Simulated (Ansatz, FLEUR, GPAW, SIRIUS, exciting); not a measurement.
# Bi: 6 runs at one level of theory

```
Bi
1.0
    -1.98143    1.98143    1.98143
     1.98143   -1.98143    1.98143
     1.98143    1.98143   -1.98143
Bi
1
Direct
  0.00000 0.00000 0.00000
```

This isn't the form of Bi at room conditions, which is rhombohedral.

Alike in all runs: task equation of state; functional PBEsol; k mesh 9 × 9 × 9; occupations fermi-dirac, width 0.05 eV; no spin polarisation; no spin-orbit coupling.

```tsv
program and potentials	plane-wave cutoff (eV)	notes	equilibrium volume (Å³/atom)	bulk modulus (GPa)
Ansatz, Ansatz PAW	420	potentials made for PBE, which Ansatz adapts in part	30.04	60.3
exciting, all-electron LAPW+lo, shipped species files, valence relativity iora*	-	-	30.05	59.6
Ansatz, all-electron LAPW, scalar-relativistic	-	-	30.05	60.3
FLEUR, all-electron, FLAPW	-	-	?	?
SIRIUS, PseudoDojo 0.4.1 PBEsol standard (scalar relativistic)	915	-	30.08	60.7
GPAW, PAW data sets generated for this functional	600	-	29.98	59.7
```

Task: Estimate from the other rows what the run with FLEUR, all-electron, FLAPW gave.

Result: Equilibrium volume 30.07 Å³/atom; bulk modulus 60.4 GPa. The other rows, which needn't bracket it: equilibrium volume 29.98 to 30.08; bulk modulus 59.6 to 60.7.
